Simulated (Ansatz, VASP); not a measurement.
# BAs: VASP beside Ansatz, part 2 of 2

Aim: how closely do two programs agree when they are given the same cell, functional and k mesh?

VASP 6.6.1 and Ansatz 0.2.0.

So far: The structure; VASP: G0W0 gap, PBE.

### Step 3. Ansatz: G0W0 gap, PBE

Level of this step: Ansatz beside VASP: Kohn-Sham DFT, plane waves, PBE, G0W0 (Ansatz).

Ansatz runs on its default PAW (the set named soft_2) files.

The same cell, functional and mesh now go to Ansatz, which takes its cutoff from its data sets.

input.yaml

```yaml
crystal:
  lattice:
    - [0.0, 2.3885, 2.3885]
    - [2.3885, 0.0, 2.3885]
    - [2.3885, 2.3885, 0.0]
  atoms:
    - { symbol: B, position: [0.0, 0.0, 0.0] }
    - { symbol: As, position: [0.25, 0.25, 0.25] }
hamiltonian:
  xc: pbe
  pseudopotentials: { kind: paw }
kpoints:
  mp_grid: { grid: [8, 8, 8] }
scf:
  occupations: { method: fixed }
gw:
  n_empty_bands: 60
  ecut_chi: 100.0
  qp_bands: [v2, c2]
  qp_kpoints: band_edges
  screening: { model: contour_deformation }
```

The run is started by

```
$ ansatz run input.yaml --threads 4 --pin off --max-ram 9216MiB --backend cpu --events-out ev --progress --plain --runs-dir out
```

Numbers of over 12 decimals in the logs are rounded to 6 here.

The program printed:

```text
Engine: ansatz 0.2.0, x86_64-unknown-linux-gnu
Pseudopotentials: kind: paw
Pseudopotential: B, paw, valence charge 3, recommended cutoff 420 eV (normal), B.paw.azcp
Pseudopotential: As, paw, valence charge 15, recommended cutoff 420 eV (normal), As.paw.azcp
Functional definition: PBE
  parameter kappa = 0.804
  parameter beta = 0.066725
  exchange = pbe_x(kappa = kappa, mu = beta*pi^2/3)
  correlation = pbe_c(beta = beta)
Crystal: 2 atoms, lattice volume = 27.252 Å³
Basis set: ecut = 420 eV, 531 PW (Γ)
Bands: 13, of which v1, the nominal top of the filled ones, is band 9 counted from 1 (8 counted from 0)
Symmetry: 24 space group operations
Space group: F-43m (ITA 216), of the structure as read, at distance tolerance 3.0e-5 Å
k-points: 29 of 512 (time reversal used)
Non-local potential: B, projectors of the file, l = 0: 2, l = 1: 2, l = 2: 1
Non-local potential: As, projectors of the file, l = 0: 2, l = 1: 2, l = 2: 3, l = 3: 1
PAW form: soft (Blöchl's): semilocal exchange-correlation on the pseudo side does not see the compensation charge
PAW one-centre angular grid: B, 110 points (default); XC on 64 Gauss nodes
PAW one-centre angular grid: As, 590 points (default); XC on 64 Gauss nodes
Initial density: superposition of atomic densities (neutral atoms: chi_scale 0, normalization atom), corrected by the library's trained network
Initial wavefunctions: pseudopotential atomic-orbital guess
Functional: x = pbe(κ = 0.804, μ = 0.219515), c = pbe(β = 0.066725)
SCF iter   1: F=—  HF=-5012.098027 eV  |F-HF|=—  |Δ(HF+E_count)|=         —  Δρ=8.03e-4  dr2=1.04e-4  ethr=1.77e-3  ⟨swp⟩=4.3  Hψ=1882  notcnv=0  defer=38
preconditioner: auto → none  [insulator: Δε(μ)=1.198 eV  Ē_g=12.415 eV  n_scr=8 (ndim 8)  ℏωp=20.1 eV  f_vac=0.001  ε∞_Penn≈3.6]
SCF iter   2: F=—  HF=-5012.098046 eV  |F-HF|=—  |Δ(HF+E_count)|=   1.90e-5  Δρ=4.38e-4  dr2=3.14e-5  ethr=5.78e-7  ⟨swp⟩=2.7  Hψ=893  notcnv=0  defer=52
SCF iter   3: F=—  HF=-5012.098072 eV  |F-HF|=—  |Δ(HF+E_count)|=   2.53e-5  Δρ=2.36e-4  dr2=5.17e-6  ethr=1.74e-7  ⟨swp⟩=2.0  Hψ=607  notcnv=0  defer=12
SCF iter   4: F=—  HF=-5012.098094 eV  |F-HF|=—  |Δ(HF+E_count)|=   2.20e-5  Δρ=5.50e-5  dr2=7.73e-7  ethr=2.87e-8  ⟨swp⟩=2.8  Hψ=637  notcnv=0  defer=55
iter 5 did not close the SCF: its close was put off for the readings that it lacked (scf_convergence_deferred on its scf_iter line)
SCF iter   5: F=-5012.098094 eV  HF=-5012.098094 eV  |F-HF|=1.51e-8  |Δ(HF+E_count)|=   5.05e-7  Δρ=1.04e-5  dr2=3.91e-8  ethr=4.29e-9  ⟨swp⟩=2.0  Hψ=638  notcnv=0  defer=56
SCF iter   6: F=-5012.098094 eV  HF=-5012.098094 eV  |F-HF|=4.03e-9  |Δ(HF+E_count)|=   5.20e-9  Δρ=3.79e-6  dr2=3.70e-9  ethr=2.17e-10  ⟨swp⟩=3.1  Hψ=1483  notcnv=0
SCF 1 converged in 6 iterations: F = -5012.098094 eV  dr2 = 3.70e-9
  greatest PAW one-centre occupation: 0.999 electrons in one spin orbital (limit 2), on the As atom at site 1 (counted from 0), in its partial waves of l = 2
NSCF: frozen V_eff on 29 k-points
G₀W₀ screening: q 1/29
G₀W₀ screening: q 2/29 (q-point 23)
G₀W₀ screening: q 3/29 (q-point 26)
G₀W₀ screening: q 4/29 (q-point 7)
G₀W₀ screening: q 5/29 (q-point 8)
G₀W₀ screening: q 6/29 (q-point 9)
G₀W₀ screening: q 7/29 (q-point 10)
G₀W₀ screening: q 8/29 (q-point 11)
G₀W₀ screening: q 9/29 (q-point 14)
G₀W₀ screening: q 10/29 (q-point 15)
G₀W₀ screening: q 11/29 (q-point 16)
G₀W₀ screening: q 12/29 (q-point 19)
G₀W₀ screening: q 13/29 (q-point 22)
G₀W₀ screening: q 14/29 (q-point 24)
G₀W₀ screening: q 15/29 (q-point 25)
G₀W₀ screening: q 16/29 (q-point 27)
G₀W₀ screening: q 17/29 (q-point 12)
G₀W₀ screening: q 18/29 (q-point 17)
G₀W₀ screening: q 19/29 (q-point 20)
G₀W₀ screening: q 20/29 (q-point 28)
G₀W₀ screening: q 21/29 (q-point 2)
G₀W₀ screening: q 22/29 (q-point 3)
G₀W₀ screening: q 23/29 (q-point 4)
G₀W₀ screening: q 24/29 (q-point 6)
G₀W₀ screening: q 25/29 (q-point 13)
G₀W₀ screening: q 26/29 (q-point 18)
G₀W₀ screening: q 27/29 (q-point 29)
G₀W₀ screening: q 28/29 (q-point 5)
G₀W₀ screening: q 29/29 (q-point 21)
G₀W₀ self-energy: k 1/13
G₀W₀ self-energy: k 2/13
G₀W₀ self-energy: k 3/13
G₀W₀ self-energy: k 4/13
G₀W₀ self-energy: k 5/13
G₀W₀ self-energy: k 6/13
G₀W₀ self-energy: k 7/13
G₀W₀ self-energy: k 8/13
G₀W₀ self-energy: k 9/13
G₀W₀ self-energy: k 10/13
G₀W₀ self-energy: k 11/13
G₀W₀ self-energy: k 12/13
G₀W₀ self-energy: k 13/13
SCF converged after 6 iterations
Free energy (F): -5012.098094 eV
Harris-Foulkes:  -5012.098094 eV  (|F-HF|=4.03e-9)
Internal energy: -5012.098094 eV  (E = F + TS)
E sigma→0 (E₀):  -5012.098094 eV
Fermi energy:    11.126705 eV
--- Per-component energies (eV) ---
  E_band       = -210.269716
  E_kinetic    = 152.093857
  E_local      = -1693.940706  (includes V_loc(G=0)·N_el)
  E_nonlocal   = -657.796712
  E_hartree    = 940.052501
  E_xc         = -111.431787
  E_vxc        = -117.663810  (∫ρ·V_xc dr)
  E_paw        = -1915.300257  (= ΣΔE_a)
  E_vpaw       = 226.935444  (= ΣTr[D̂ρ^β])
  E_aug_tail   = 0.000007  (compensation charges beyond the density's cutoff)
  E_ewald      = -1725.774997
  E_smearing   = -0.000000  (= −TS)
  E_closure    = 0.000000  (closes the sum)
  Σ components = -5012.098094   (vs F -5012.098094, Δ=0.00e0)
--- Band table (eV; the first three rows and the last of 29) ---
  k-point 0: bands = [... 5 lower, -4.2770, 11.1267, 11.1267, 11.1267, 14.4073, 14.4073, 14.4073, 15.8003]
  k-point 1: bands = [... 5 lower, -4.0209, 9.1629, 10.6890, 10.6890, 14.5218, 14.9846, 14.9846, 17.0810]
  k-point 2: bands = [... 5 lower, -3.2753, 6.1921, 9.9790, 9.9790, 14.1913, 15.7861, 15.7861, 19.0311]
  k-point 28: bands = [... 5 lower, 0.0640, 3.0745, 5.6456, 5.9402, 16.3925, 17.0683, 17.9428, 18.1740]
--- G₀W₀: contour deformation, 7 samples at zero and on the imaginary axis and 2 off it, 512 q-points, 60 empty bands' worth ---
  eigenvalues of the whole cell's RPA ε∞ on this k-mesh (on a slab, of 1 + 4πα/V) = 9.5981, 9.5981, 9.5981; static W/v taken at q = 0 is 0.104187
  bands read: the sum over 69 bands ends inside a degenerate multiplet in 4 slots, whose members it reads at an even weight; the widest, k=3: bands 69 to 70 (counted from 1) at 1/2 each
  gw.qp_kpoints: band_edges: 13 of 29 stored k-points solved, in 1 pass; an edge of the gap read off the rows below is read off those points alone
    valence top: of the k-points left out ik 10 came nearest to being solved in a further pass, in band 9 (counted from 1, as in the quasiparticle table): it holds the edge there only if its correction is more favourable than any solved in that band by at least 1.195 eV; those differ by 0.267 eV
    conduction bottom: of the k-points left out ik 13 came nearest to being solved in a further pass, in band 10 (counted from 1, as in the quasiparticle table): it holds the edge there only if its correction is more favourable than any solved in that band by at least 0.764 eV; those differ by 0.429 eV
    ik  band        ε_KS         Σx   Σc(E_QP)       V_xc       Z   E_QP_lin       E_QP  E_QP is
     0     8     11.1267   -16.3543     0.9660   -15.0488  0.7955    10.7867    10.7873  root
     0     9     11.1267   -16.3543     0.9660   -15.0488  0.7955    10.7867    10.7873  root
     0    10     14.4073    -9.2097    -4.1703   -13.8104  0.7947    14.8392    14.8377  root
     0    11     14.4073    -9.2097    -4.1703   -13.8104  0.7947    14.8392    14.8377  root
     1     8     10.6890   -16.2813     1.0785   -14.8440  0.7940    10.3295    10.3303  root
     1     9     10.6890   -16.2813     1.0785   -14.8440  0.7940    10.3295    10.3303  root
     1    10     14.5218    -9.5531    -4.3580   -14.3929  0.7909    15.0058    15.0036  root
     1    11     14.9846    -9.1854    -4.3620   -13.9998  0.7900    15.4389    15.4369  root
     2     8      9.9790   -16.4321     1.3771   -14.6484  0.7902     9.5712     9.5724  root
     2     9      9.9790   -16.4321     1.3771   -14.6484  0.7902     9.5712     9.5724  root
     2    10     14.1913    -9.8337    -4.3629   -14.6652  0.7916    14.6618    14.6599  root
     2    11     15.7861    -8.7124    -4.7082   -13.8901  0.7832    16.2582    16.2556  root
     3     8      9.4799   -16.6210     1.6135   -14.5645  0.7870     9.0354     9.0369  root
     3     9      9.4799   -16.6210     1.6135   -14.5645  0.7870     9.0354     9.0369  root
     3    10     13.9135   -10.0348    -4.3207   -14.8082  0.7926    14.3679    14.3661  root
     3    11     15.9689    -8.1431    -4.7765   -13.3505  0.7845    16.4021    16.3998  root
     4     8      9.3071   -16.6951     1.6968   -14.5428  0.7858     8.8499     8.8516  root
     4     9      9.3071   -16.6951     1.6968   -14.5428  0.7858     8.8499     8.8516  root
     4    10     13.8161   -10.1139    -4.3053   -14.8673  0.7930    14.2660    14.2643  root
     4    11     15.9209    -7.9462    -4.7551   -13.1107  0.7865    16.3322    16.3302  root
     5     8      9.9667   -16.1697     1.2933   -14.4754  0.7907     9.5647     9.5658  root
     5     9      9.9667   -16.1697     1.2933   -14.4754  0.7907     9.5647     9.5658  root
     5    10     13.7096    -8.8048    -4.0454   -13.2315  0.7982    14.0920    14.0909  root
     5    11     15.9387    -9.2311    -4.6515   -14.3710  0.7815    16.4299    16.4271  root
[...]
23     8      6.5720   -17.0766     2.7231   -13.7807  0.7563     5.9948     5.9991  root
    23     9      8.0586   -16.4448     2.0738   -13.8418  0.7766     7.5264     7.5294  root
    23    10     15.1041    -8.0716    -4.6694   -13.1599  0.7875    15.5249    15.5230  root
    23    11     15.8974    -8.1306    -4.7703   -13.2382  0.7858    16.2360    16.2347  root
    28     8      5.6456   -16.3867     2.9892   -12.7756  0.7468     5.0179     5.0238  root
    28     9      5.9402   -16.3187     2.8977   -12.8145  0.7497     5.3282     5.3336  root
    28    10     16.3925    -6.7229    -5.0407   -12.0783  0.7765    16.7085    16.7072  root
    28    11     17.0683    -7.8086    -5.7462   -14.1911  0.7537    17.7105    17.7045  root
```

Run time: 29 s. Hardware: 4 threads of Intel Xeon Platinum 8488C (Sapphire Rapids), shared host; peak memory 0.4 GiB.

In the SCF lines HF is the Harris–Foulkes energy and dr2 the Hartree energy of the density residual, in eV; the loop may stop once dr2 is under the threshold and the program's other checks hold. Hψ counts applications of the Hamiltonian.

### Step 4. Comparison

Known differences besides the potentials themselves: the two programs' PAW sets differ in cores and partial waves; the data sets hold 18 valence electrons in Ansatz (default PAW (the set named soft_2) files) and 8 in VASP; the cutoff is 420 eV in Ansatz and 340 eV in VASP; VASP leaves aspherical gradient terms in its spheres out (LASPH is not set), Ansatz keeps them; Ansatz integrates over frequency by contour deformation, VASP on a grid of NOMEGA points. Total energies have different zeros and are not compared.

Compared:

| quantity | Ansatz | VASP | difference |
| --- | --- | --- | --- |
| G0W0 gap on the mesh (eV) | 1.74 | 1.68 | +0.06 |
| PBE gap under it (eV) | 1.20 | 1.18 | +0.02 |

### Step 5. Outcome

```json
{"difference in G0W0 gap on the mesh (G0W0 gap, PBE)": "0.055 eV"}
```

What this shows: The difference in G0W0 gap on the mesh is 0.055 eV (G0W0 gap, PBE), within the 0.15 eV picked in this series as the mark of a large difference. Such differences can come from data sets, numerical settings and the points named under the comparisons, not from the functional's error against experiment.

[Lines on the potential files, build, host, timing and source positions are cut from VASP's logs without a mark.]

[Logs are printed without paths, hosts, clocks, repeated set-up lines and the standing remarks that a program may print on its own settings, such as how far it seeks lower states.]

[Hosts, paths, dates, database ids (printed as entryN), source tags and the programs' standing remarks are cut or masked in the printed files.]
